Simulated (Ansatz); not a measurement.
# H: distorted cells

All numbers below come from DFT PBE, scalar-relativistic, plane waves, PAW in Ansatz 0.2.0.

Settings: cutoff 420 eV, Γ-centred mesh 9×9×6 on the computed 4-atom cell, Gaussian smearing of 0.02 eV; no spin polarisation.

Reference cell:

```
CELL_PARAMETERS angstrom
3.84013 0.00000 0.00000
-1.92007 3.32565 0.00000
0.00000 0.00000 5.04666
ATOMIC_POSITIONS crystal
H 0.33333 0.66667 0.17650
H 0.66667 0.33333 0.67650
H 0.66667 0.33333 0.82350
H 0.33333 0.66667 0.32350
```

Each variant moves atoms of this cell by the vectors given, if any (Å), and then applies a symmetric strain (tensor components, Cartesian axes). The reference cell isn't relaxed at this level. Energies are per atom at zero smearing, counted from the lowest variant. Pressure is positive in compression.

1. strain (xx yy zz yz xz xy, %) -1.70 -1.89 -2.54 -0.03 0.08 -0.42; moves: H1 (0.031, 0.022, -0.013); H2 (0.003, -0.008, -0.002); H3 (-0.028, 0.014, 0.015); H4 (-0.005, -0.027, 0.000)
2. no strain; moves: H4 (0.000, 0.090, 0.000)
3. strain (xx yy zz yz xz xy, %) 4.38 3.77 4.66 -0.24 0.01 -0.04; moves: H1 (0.044, 0.014, -0.027); H2 (-0.089, -0.110, 0.026); H3 (-0.021, 0.052, 0.059); H4 (0.066, 0.045, -0.059)
4. strain (xx yy zz yz xz xy, %) -2.33 -2.33 0.67 0.00 0.00 0.00; moves: H1 (0.000, 0.000, -0.100); H2 (0.000, 0.000, -0.100); H3 (0.000, 0.000, 0.100); H4 (0.000, 0.000, 0.100)

```tsv
variant	ΔE (meV/atom)	P (GPa)	largest force (eV/Å)	gap on mesh (eV)	space group
1	1.0	0.60	0.43	9.40	P1
2	0.0	0.29	0.31	9.37	Cm
3	23.4	-1.19	2.15	8.95	P1
4	228.0	-6.13	3.80	6.81	P6_3/mmc
```

An odd mesh misses points on the zone edge, so a gap read on it can be too wide. Each cell of H holds molecules, and where no dispersion correction was added their binding is poorly described.